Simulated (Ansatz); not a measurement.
PbO (rocksalt structure)

Level of theory: DFT, PBEsol, scalar-relativistic, no spin polarisation; plane waves to 420 eV with PAW datasets (Ansatz 0.2.0), Γ-centred 10×10×10 mesh, 0.05 eV Gaussian smearing; PAW files: Ansatz's generated set soft_2.

```
Pb O
1.0
     0.00000    2.58878    2.58878
     2.58878    0.00000    2.58878
     2.58878    2.58878    0.00000
Pb O
1 1
Cartesian
  2.5888 2.5888 2.5888
  0.0000 0.0000 0.0000
```

The start was a prototype's sites filled with these elements. The Crystallography Open Database lists the compound in space groups Pbcm, P4/nmm, so this is a trial structure.

The cell is relaxed to zero pressure at this level.

The cell has space group Fm-3m (read at 0.01 Å). In it the stress is 0.00, 0.00, 0.00, 0.00, 0.00, 0.00 GPa and the largest force component 0.000 eV/Å. Each change below starts from this cell, without further relaxation. Stress is in GPa, positive in compression, in the order xx, yy, zz, yz, xz, xy; energies are counted from the cell above.

Problem. What happens when atom 1 (Pb) is moved by 0.02 Å along x?

Solution. The energy changes by -0.2 meV per cell, and the force on it along the shift is 0.0163 eV/Å (−F/u = -0.82 eV/Å²). Stress: 0.02, 0.00, 0.00, 0.00, 0.00, 0.00.
| atom | Fx (eV/Å) | Fy | Fz |
| --- | --- | --- | --- |
| Pb1 | 0.016 | 0.000 | 0.000 |
| O2 | -0.016 | 0.000 | 0.000 |

Problem. What stress follows from an engineering strain of 3 % in xz, atoms carried along?

Solution. 0.00, -0.05, 0.00, 0.00, -0.88, 0.00 GPa; the energy changes by 2.8 meV per cell.
The change of the stress over the strain gives a clamped-atom stiffness of about 29 GPa for this component.
In a harmonic crystal the energy would rise by V(½Cε² − σ₀ε), with σ₀ the stress of the unstrained cell, = 2.8 meV, which matches.

No spin–orbit coupling, a notable omission for heavy elements.
